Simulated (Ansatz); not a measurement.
Ge:

```xyz
12
Lattice="5.9300 0.0000 0.0000 0.0000 5.9300 0.0000 0.0000 0.0000 6.9800" Properties=species:S:1:pos:R:3 pbc="T T T"
Ge    2.2237    0.9885    5.2350
Ge    1.9765    5.1887    3.4900
Ge    3.7062    4.9415    1.7450
Ge    3.9535    0.7412    0.0000
Ge    5.1887    1.9765    3.4900
Ge    4.9415    3.7062    5.2350
Ge    0.7412    3.9535    0.0000
Ge    0.9885    2.2237    1.7450
Ge    3.4097    2.5202    1.7450
Ge    5.4852    5.4852    3.4900
Ge    2.5202    3.4097    5.2350
Ge    0.4447    0.4447    0.0000
```

This isn't the form of Ge at room conditions, which is diamond.

| Quantity | Value |
| --- | --- |
| Program | Ansatz 0.2.0 |
| Task | relaxation of cell and atoms |
| Functional | PBEsol |
| Potentials or basis | Ansatz PAW |
| Cutoff | 420 eV (not typed: the program's choice for these potentials) |
| k mesh | 5 × 5 × 4 |
| Occupations | fermi-dirac, width 0.05 eV |
| Spin | no spin polarisation |

At the start: volume 20.45 Å³/atom.

Question: How do energy, volume and symmetry change on relaxing?

Answer: It ends after 6 steps and the volume is 20.38 Å³/atom (-0.4 %); space group P4_32_12 (No. 96, to 0.05 Å).

The path:
```
step  energy change (eV)  largest force (eV/Å)  volume (Å³)
   1              0.0000                0.8537       245.45
   2             -0.1693                0.0907       243.04
   3             -0.1869                0.0361       244.93
   4             -0.1886                0.0082       244.60
   5             -0.1887                0.0038       244.52
   6             -0.1885                0.0038       244.52
```

Final structure:
```
Ge
1.0
     5.92905    0.00000    0.00000
     0.00000    5.92905    0.00000
     0.00000    0.00000    6.95590
Ge
12
Direct
  0.36918 0.17187 0.74259
  0.32813 0.86918 0.49259
  0.63082 0.82813 0.24259
  0.67187 0.13082 0.99259
  0.86918 0.32813 0.50741
  0.82813 0.63082 0.75741
  0.13082 0.67187 0.00741
  0.17187 0.36918 0.25741
  0.58834 0.41166 0.25000
  0.91166 0.91166 0.50000
  0.41166 0.58834 0.75000
  0.08834 0.08834 0.00000
```

Caveat: the plane-wave basis is chosen anew once the cell has moved, so the energies of steps on either side of that aren't comparable; the PAW data sets come from PBE, with cores solved anew for the run's functional, which leaves a small shift of forces and pressure.
